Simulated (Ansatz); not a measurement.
# Tungsten, diamond under PBE: structure, energy and stiffness, part 2 of 2

Aim: take tungsten in the diamond structure, relax it, solve it on a dense k-mesh, switch on spin-orbit coupling, then scale the cell to 7 volumes from 88 to 112 % of the relaxed one and try a fit of the equation of state. The k-meshes are 10×10×10 for the relaxation; 15×15×15 for the dense run; 9×9×9 for spin-orbit coupling; 11×11×11 for the volumes.

Ansatz 0.2.0; DFT, PBE, plane waves (420 eV) with PAW, scalar-relativistic. The steps go on from the part before.

### Step 5. At 88 % of the relaxed volume

This is W in the diamond structure; at room conditions it is bcc.

input.yaml reads:

```yaml
crystal:
  lattice:
    - [0.0, 2.7944124317, 2.7944124317]
    - [2.7944124317, 0.0, 2.7944124317]
    - [2.7944124317, 2.7944124317, 0.0]
  atoms:
    - { symbol: W, position: [0.125, 0.125, 0.125] }
    - { symbol: W, position: [0.875, 0.875, 0.875] }
hamiltonian:
  xc: pbe
  pseudopotentials:
    kind: paw
    azcp:
      W: "pseudopotentials/W.paw.azcp"
basis:
  ecutwfc: 420
  fft_grid_basis: typed
kpoints:
  mp_grid: { grid: [11, 11, 11], shift: [0, 0, 0] }
magnetization:
  spin_polarized: false
scf:
  occupations: { method: fermi_dirac, width: 0.1 }
  lower_state_search: "off"
output:
  stress: true
```

Launch:

```bash
ansatz run input.yaml --threads 1 --pin off --max-ram 3584MiB --backend cpu --events-out ev --progress --plain --runs-dir out
```

Standard output, cut to the lines that bear on the results:

```text
[...]
Pseudopotentials: kind: paw
Pseudopotential: W, paw, valence charge 14, recommended cutoff 420 eV (normal), <dir>
Functional definition: PBE
[...]
Crystal: 2 atoms, lattice volume = 43.642 Å³
Basis set: ecut = 420 eV, 869 PW (Γ)
Bands: 18, of which v1, the nominal top of the filled ones, is band 14 counted from 1 (13 counted from 0)
Symmetry: 48 space group operations
Space group: Fd-3m (ITA 227), of the structure as read, at distance tolerance 3.5e-5 Å
k-points: 56 of 1331
[...]
SCF iter   1: F=—  HF=-20764.058295 eV  |F-HF|=—  |Δ(HF+E_count)|=         —  Δρ=6.22e-3  dr2=6.01e-3  ethr=1.77e-3  ⟨swp⟩=5.0  Hψ=4822  notcnv=0
[...]
SCF iter   6: F=-20764.059987 eV  HF=-20764.059987 eV  |F-HF|=1.76e-9  |Δ(HF+E_count)|=   6.23e-8  Δρ=3.95e-6  dr2=1.01e-8  ethr=3.48e-10  ⟨swp⟩=2.2  Hψ=3376  notcnv=0
[...]
SCF converged after 6 iterations
Free energy (F): -20764.059987 eV
[...]
E sigma→0 (E₀):  -20764.019266 eV
Entropy (-TS):   -0.081442 eV (-40.721 meV/atom)
Fermi energy:    14.670711 eV
[...]
--- Stress (GPa, compression-positive) ---
       19.508058       0.000000       0.000000
        0.000000      19.508058      -0.000000
       -0.000000      -0.000000      19.508058
  P = ⅓ Tr σ = 19.5081 GPa (195.081 kbar)
```

It took 3.3 s on 1 thread of Intel Xeon Platinum 8259CL at 2.50GHz (Skylake/Cascade Lake), shared host; peak memory 0.49 GiB.

### Step 6. At 92 % of the relaxed volume

input.yaml, as its differences from that of step 5:

```diff
@@ -2,5 +2,5 @@
   lattice:
-    - [0.0, 2.7944124317, 2.7944124317]
-    - [2.7944124317, 0.0, 2.7944124317]
-    - [2.7944124317, 2.7944124317, 0.0]
+    - [0.0, 2.8361262298, 2.8361262298]
+    - [2.8361262298, 0.0, 2.8361262298]
+    - [2.8361262298, 2.8361262298, 0.0]
   atoms:
```

Launch:

```bash
ansatz run input.yaml --threads 1 --pin off --max-ram 3584MiB --backend cpu --events-out ev --progress --plain --runs-dir out
```

Standard output, cut to the lines that bear on the results:

```text
[...]
[... 3 set-up lines as earlier in the session ...]
[...]
Crystal: 2 atoms, lattice volume = 45.625 Å³
Basis set: ecut = 420 eV, 893 PW (Γ)
Bands: 18, of which v1, the nominal top of the filled ones, is band 14 counted from 1 (13 counted from 0)
[... 1 set-up line as earlier in the session ...]
Space group: Fd-3m (ITA 227), of the structure as read, at distance tolerance 3.6e-5 Å
k-points: 56 of 1331
[...]
SCF iter   1: F=—  HF=-20764.249854 eV  |F-HF|=—  |Δ(HF+E_count)|=         —  Δρ=5.56e-3  dr2=4.81e-3  ethr=1.77e-3  ⟨swp⟩=5.1  Hψ=4765  notcnv=0
[...]
SCF iter   6: F=-20764.251554 eV  HF=-20764.251554 eV  |F-HF|=2.59e-9  |Δ(HF+E_count)|=   6.49e-8  Δρ=2.84e-6  dr2=4.98e-9  ethr=1.91e-10  ⟨swp⟩=2.1  Hψ=3324  notcnv=0
[...]
SCF converged after 6 iterations
Free energy (F): -20764.251554 eV
[...]
E sigma→0 (E₀):  -20764.208649 eV
Entropy (-TS):   -0.085810 eV (-42.905 meV/atom)
Fermi energy:    13.835155 eV
[...]
--- Stress (GPa, compression-positive) ---
       11.693973       0.000000       0.000000
        0.000000      11.693973       0.000000
        0.000000      -0.000000      11.693973
  P = ⅓ Tr σ = 11.6940 GPa (116.940 kbar)
```

It took 3.4 s on 1 thread of Intel Xeon Platinum 8259CL at 2.50GHz (Skylake/Cascade Lake), shared host; peak memory 0.5 GiB.

### Step 7. At 96 % of the relaxed volume

input.yaml, as its differences from that of step 6:

```diff
@@ -2,5 +2,5 @@
   lattice:
-    - [0.0, 2.8361262298, 2.8361262298]
-    - [2.8361262298, 0.0, 2.8361262298]
-    - [2.8361262298, 2.8361262298, 0.0]
+    - [0.0, 2.8766477935, 2.8766477935]
+    - [2.8766477935, 0.0, 2.8766477935]
+    - [2.8766477935, 2.8766477935, 0.0]
   atoms:
```

Launch:

```bash
ansatz run input.yaml --threads 1 --pin off --max-ram 3584MiB --backend cpu --events-out ev --progress --plain --runs-dir out
```

Standard output, cut to the lines that bear on the results:

```text
[...]
[... 3 set-up lines as earlier in the session ...]
[...]
Crystal: 2 atoms, lattice volume = 47.609 Å³
Basis set: ecut = 420 eV, 941 PW (Γ)
Bands: 18, of which v1, the nominal top of the filled ones, is band 14 counted from 1 (13 counted from 0)
[... 2 set-up lines as earlier in the session ...]
k-points: 56 of 1331
[...]
SCF iter   1: F=—  HF=-20764.353870 eV  |F-HF|=—  |Δ(HF+E_count)|=         —  Δρ=5.06e-3  dr2=4.24e-3  ethr=1.77e-3  ⟨swp⟩=5.1  Hψ=4788  notcnv=0
[...]
SCF iter   6: F=-20764.355296 eV  HF=-20764.355296 eV  |F-HF|=1.78e-9  |Δ(HF+E_count)|=   4.93e-8  Δρ=2.00e-6  dr2=1.32e-9  ethr=9.33e-11  ⟨swp⟩=1.9  Hψ=3363  notcnv=0
[...]
SCF converged after 6 iterations
Free energy (F): -20764.355296 eV
[...]
E sigma→0 (E₀):  -20764.310438 eV
Entropy (-TS):   -0.089715 eV (-44.857 meV/atom)
Fermi energy:    13.071386 eV
[...]
--- Stress (GPa, compression-positive) ---
        5.270770      -0.000000      -0.000000
       -0.000000       5.270770       0.000000
        0.000000       0.000000       5.270770
  P = ⅓ Tr σ = 5.2708 GPa (52.708 kbar)
```

It took 3.6 s on 1 thread of Intel Xeon Platinum 8259CL at 2.50GHz (Skylake/Cascade Lake), shared host; peak memory 0.52 GiB.

### Step 8. At 100 % of the relaxed volume

input.yaml, as its differences from that of step 7:

```diff
@@ -2,5 +2,5 @@
   lattice:
-    - [0.0, 2.8766477935, 2.8766477935]
-    - [2.8766477935, 0.0, 2.8766477935]
-    - [2.8766477935, 2.8766477935, 0.0]
+    - [0.0, 2.916058825, 2.916058825]
+    - [2.916058825, 0.0, 2.916058825]
+    - [2.916058825, 2.916058825, 0.0]
   atoms:
```

Launch:

```bash
ansatz run input.yaml --threads 1 --pin off --max-ram 3584MiB --backend cpu --events-out ev --progress --plain --runs-dir out
```

Standard output, cut to the lines that bear on the results:

```text
[...]
[... 3 set-up lines as earlier in the session ...]
[...]
Crystal: 2 atoms, lattice volume = 49.593 Å³
Basis set: ecut = 420 eV, 941 PW (Γ)
Bands: 18, of which v1, the nominal top of the filled ones, is band 14 counted from 1 (13 counted from 0)
[... 2 set-up lines as earlier in the session ...]
k-points: 56 of 1331
[...]
SCF iter   1: F=—  HF=-20764.385795 eV  |F-HF|=—  |Δ(HF+E_count)|=         —  Δρ=4.75e-3  dr2=4.51e-3  ethr=1.77e-3  ⟨swp⟩=5.1  Hψ=4775  notcnv=0
[...]
SCF iter   6: F=-20764.386740 eV  HF=-20764.386740 eV  |F-HF|=6.38e-9  |Δ(HF+E_count)|=   6.26e-8  Δρ=3.73e-6  dr2=8.87e-9  ethr=2.95e-10  ⟨swp⟩=2.3  Hψ=3390  notcnv=0
[...]
SCF converged after 6 iterations
Free energy (F): -20764.386740 eV
[...]
E sigma→0 (E₀):  -20764.340073 eV
Entropy (-TS):   -0.093335 eV (-46.667 meV/atom)
Fermi energy:    12.371116 eV
[...]
--- Stress (GPa, compression-positive) ---
       -0.023349       0.000000      -0.000000
       -0.000000      -0.023349       0.000000
        0.000000      -0.000000      -0.023349
  P = ⅓ Tr σ = -0.0233 GPa (-0.233 kbar)
```

Run time: 3.6 s. Hardware: 1 thread of Intel Xeon Platinum 8259CL at 2.50GHz (Skylake/Cascade Lake), shared host; peak memory 0.51 GiB.

### Step 9. At 104 % of the relaxed volume

input.yaml, as its differences from that of step 8:

```diff
@@ -2,5 +2,5 @@
   lattice:
-    - [0.0, 2.916058825, 2.916058825]
-    - [2.916058825, 0.0, 2.916058825]
-    - [2.916058825, 2.916058825, 0.0]
+    - [0.0, 2.9544324207, 2.9544324207]
+    - [2.9544324207, 0.0, 2.9544324207]
+    - [2.9544324207, 2.9544324207, 0.0]
   atoms:
```

Launch:

```bash
ansatz run input.yaml --threads 1 --pin off --max-ram 3584MiB --backend cpu --events-out ev --progress --plain --runs-dir out
```

Standard output, cut to the lines that bear on the results:

```text
[...]
[... 3 set-up lines as earlier in the session ...]
[...]
Crystal: 2 atoms, lattice volume = 51.577 Å³
Basis set: ecut = 420 eV, 965 PW (Γ)
Bands: 18, of which v1, the nominal top of the filled ones, is band 14 counted from 1 (13 counted from 0)
[... 2 set-up lines as earlier in the session ...]
k-points: 56 of 1331
[...]
SCF iter   1: F=—  HF=-20764.358255 eV  |F-HF|=—  |Δ(HF+E_count)|=         —  Δρ=4.65e-3  dr2=5.55e-3  ethr=1.77e-3  ⟨swp⟩=5.0  Hψ=4773  notcnv=0
[...]
SCF iter   6: F=-20764.358547 eV  HF=-20764.358547 eV  |F-HF|=1.84e-8  |Δ(HF+E_count)|=   1.62e-7  Δρ=5.31e-6  dr2=1.49e-8  ethr=3.57e-10  ⟨swp⟩=4.4  Hψ=3223  notcnv=0
[...]
SCF converged after 6 iterations
Free energy (F): -20764.358547 eV
[...]
E sigma→0 (E₀):  -20764.310155 eV
Entropy (-TS):   -0.096785 eV (-48.393 meV/atom)
Fermi energy:    11.727209 eV
[...]
--- Stress (GPa, compression-positive) ---
       -4.390165       0.000000      -0.000000
        0.000000      -4.390165      -0.000000
        0.000000       0.000000      -4.390165
  P = ⅓ Tr σ = -4.3902 GPa (-43.902 kbar)
```

Run time: 3.5 s. Hardware: 1 thread of Intel Xeon Platinum 8259CL at 2.50GHz (Skylake/Cascade Lake), shared host; peak memory 0.51 GiB.

### Step 10. At 108 % of the relaxed volume

input.yaml, as its differences from that of step 9:

```diff
@@ -2,5 +2,5 @@
   lattice:
-    - [0.0, 2.9544324207, 2.9544324207]
-    - [2.9544324207, 0.0, 2.9544324207]
-    - [2.9544324207, 2.9544324207, 0.0]
+    - [0.0, 2.9918342699, 2.9918342699]
+    - [2.9918342699, 0.0, 2.9918342699]
+    - [2.9918342699, 2.9918342699, 0.0]
   atoms:
```

Launch:

```bash
ansatz run input.yaml --threads 1 --pin off --max-ram 3584MiB --backend cpu --events-out ev --progress --plain --runs-dir out
```

Standard output, cut to the lines that bear on the results:

```text
[...]
[... 3 set-up lines as earlier in the session ...]
[...]
Crystal: 2 atoms, lattice volume = 53.560 Å³
Basis set: ecut = 420 eV, 1037 PW (Γ)
Bands: 18, of which v1, the nominal top of the filled ones, is band 14 counted from 1 (13 counted from 0)
[... 1 set-up line as earlier in the session ...]
Space group: Fd-3m (ITA 227), of the structure as read, at distance tolerance 3.8e-5 Å
k-points: 56 of 1331
[...]
SCF iter   1: F=—  HF=-20764.281612 eV  |F-HF|=—  |Δ(HF+E_count)|=         —  Δρ=4.70e-3  dr2=7.15e-3  ethr=1.77e-3  ⟨swp⟩=5.0  Hψ=4745  notcnv=0
[...]
SCF iter   6: F=-20764.281180 eV  HF=-20764.281180 eV  |F-HF|=2.41e-8  |Δ(HF+E_count)|=   3.35e-7  Δρ=5.45e-6  dr2=1.43e-8  ethr=3.57e-10  ⟨swp⟩=4.5  Hψ=3258  notcnv=0
[...]
SCF converged after 6 iterations
Free energy (F): -20764.281180 eV
[...]
E sigma→0 (E₀):  -20764.231122 eV
Entropy (-TS):   -0.100116 eV (-50.058 meV/atom)
Fermi energy:    11.133272 eV
[...]
--- Stress (GPa, compression-positive) ---
       -7.990039      -0.000000      -0.000000
        0.000000      -7.990039      -0.000000
       -0.000000      -0.000000      -7.990039
  P = ⅓ Tr σ = -7.9900 GPa (-79.900 kbar)
```

It took 3.5 s on 1 thread of Intel Xeon Platinum 8259CL at 2.50GHz (Skylake/Cascade Lake), shared host; peak memory 0.52 GiB.

### Step 11. At 112 % of the relaxed volume

input.yaml, as its differences from that of step 10:

```diff
@@ -2,5 +2,5 @@
   lattice:
-    - [0.0, 2.9918342699, 2.9918342699]
-    - [2.9918342699, 0.0, 2.9918342699]
-    - [2.9918342699, 2.9918342699, 0.0]
+    - [0.0, 3.0283236499, 3.0283236499]
+    - [3.0283236499, 0.0, 3.0283236499]
+    - [3.0283236499, 3.0283236499, 0.0]
   atoms:
```

Launch:

```bash
ansatz run input.yaml --threads 1 --pin off --max-ram 3584MiB --backend cpu --events-out ev --progress --plain --runs-dir out
```

Standard output, cut to the lines that bear on the results:

```text
[...]
[... 3 set-up lines as earlier in the session ...]
[...]
Crystal: 2 atoms, lattice volume = 55.544 Å³
Basis set: ecut = 420 eV, 1067 PW (Γ)
Bands: 18, of which v1, the nominal top of the filled ones, is band 14 counted from 1 (13 counted from 0)
[... 2 set-up lines as earlier in the session ...]
k-points: 56 of 1331
[...]
SCF iter   1: F=—  HF=-20764.164362 eV  |F-HF|=—  |Δ(HF+E_count)|=         —  Δρ=4.81e-3  dr2=8.98e-3  ethr=1.77e-3  ⟨swp⟩=5.0  Hψ=4726  notcnv=0
[...]
SCF iter   6: F=-20764.163321 eV  HF=-20764.163321 eV  |F-HF|=2.71e-8  |Δ(HF+E_count)|=   5.49e-7  Δρ=5.29e-6  dr2=1.41e-8  ethr=3.57e-10  ⟨swp⟩=4.7  Hψ=3305  notcnv=0
[...]
SCF converged after 6 iterations
Free energy (F): -20764.163321 eV
[...]
E sigma→0 (E₀):  -20764.111637 eV
Entropy (-TS):   -0.103368 eV (-51.684 meV/atom)
Fermi energy:    10.583676 eV
[...]
--- Stress (GPa, compression-positive) ---
      -10.952146      -0.000000      -0.000000
       -0.000000     -10.952146       0.000000
       -0.000000       0.000000     -10.952146
  P = ⅓ Tr σ = -10.9521 GPa (-109.521 kbar)
```

Run time: 3.3 s. Hardware: 1 thread of Intel Xeon Platinum 8259CL at 2.50GHz (Skylake/Cascade Lake), shared host; peak memory 0.52 GiB.

### Step 12. The equation of state

The cell was scaled evenly, with its shape and the fractional positions fixed.

```tsv
V (Å³/atom)	E − E₀ (meV/atom)	P from the stress (GPa)	P from the fit (GPa)
21.821	160.4	19.51	19.33
22.813	65.7	11.69	11.53
23.805	14.8	5.27	5.12
24.796	0.0	-0.02	-0.16
25.788	15.0	-4.39	-4.52
26.780	54.5	-7.99	-8.12
27.772	114.2	-10.95	-11.10
```

A third-order Birch-Murnaghan fit gives V₀ = 24.762 Å³/atom, B₀ = 120 GPa and B₀′ = 3.8; it misses no point by more than 0.03 meV/atom.

The fit is made to E(σ → 0), while the stress belongs to the free energy F; that is one source of the offset between the two pressures.

### Step 13. What came out

This closing draws on all 2 parts.

| quantity | value |
| --- | --- |
| space group (spins left aside) | Fd-3m (No. 227) |
| conventional cell | a = 5.832 Å |
| volume | 24.796 Å³/atom |
| shortest distance | 2.525 Å |
| gap on the mesh | none (levels filled in part) |
| relative to bcc | +2656 meV/atom |
| V₀, B₀, B₀′ | 24.762 Å³/atom, 120 GPa, 3.8 |

What this shows: The relaxation enlarged the cell by 15.9 % in volume. Against the reference form of tungsten (bcc, computed apart with the same settings) it stands 2656 meV/atom higher, so it is far from stable. No gap shows: it is a metal or semimetal at this level. The total energy of the spin-orbit run lies -24.6 eV/atom from the scalar one, but the two kinds of run don't share a zero of energy: only differences within one kind count. The fitted modulus is 120 GPa. Relaxation kept the symmetry; phonons were not checked.
